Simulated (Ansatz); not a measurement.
## SCF convergence of Hf$_{3}$N$_{2}$ against the mixing step

Theory: DFT PBEsol, scalar-relativistic, plane waves, PAW (Ansatz).

```
Hf N
1.0
     1.59943    0.92343    7.75484
    -1.59943    0.92343    7.75484
     0.00000   -1.84686    7.75484
Hf N
3 2
Direct
  0.77942 0.77942 0.77942
  0.22058 0.22058 0.22058
  0.00000 0.00000 0.00000
  0.61192 0.61192 0.61192
  0.38808 0.38808 0.38808
```

- plane-wave cutoff: 420 eV
- Γ-centred k-mesh: 12×12×12
- occupation rule: Gaussian smearing, 0.1 eV
- spin treatment: unpolarised

Each run starts from superposed atomic densities and uses the program's default quasi-Newton mixer with a history of 8 with its automatic preconditioner, at most 120 iterations and the default threshold on the density residual; only the mixing step differs.

| mixing step | iterations | converged | density residual (eV) at iterations 1, 3, 5 |
| --- | --- | --- | --- |
| 0.02 | 12 | yes | 13 0.53 0.012 |
| 0.1 | 12 | yes | 13 0.48 0.0049 |
| 0.6 | 11 | yes | 13 0.35 0.0048 |
| 0.8 | 11 | yes | 13 0.31 0.0042 |
| 1 | 11 | yes | 13 0.3 0.0029 |

Cost: 5 runs of about 1.6 core-minutes in all, on Oxide Virtual Turin-like Processor (Zen 5) (shared hosts).